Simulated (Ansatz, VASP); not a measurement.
# Two plane-wave programs on Ga

```xyz
1
Lattice="-1.4352 1.4352 1.4352 1.4352 -1.4352 1.4352 1.4352 1.4352 -1.4352" Properties=species:S:1:pos:R:3 pbc="T T T"
Ga    0.0000    0.0000    0.0000
```

Change from the starting cell: volume scaled by 0.68, PAW files.

Alike in both runs: task single point; functional LDA; k mesh 16 × 16 × 16; occupations fermi-dirac, width 0.05 eV; no spin polarisation.

|  | VASP | Ansatz |
| --- | --- | --- |
| version | VASP 6.6.1 | Ansatz 0.2.0 |
| potentials or method | VASP PAW LDA potentials, release 64 (Ga_d) | PAW with Ansatz's default frozen-core files, scalar-relativistic |
| plane-wave cutoff (eV) | 520 | 420 |
| valence electrons in the cell | 13 | 13 |

Ansatz gave:

```
pressure (GPa) : 62.1
```

Q: Which values does VASP return?

A: Pressure (GPa): 63.0.

Caveats: the cell as given lies far from equilibrium; so large a pressure means that the cell lies far from this level's equilibrium, or that cutoff or potentials fall short (VASP).
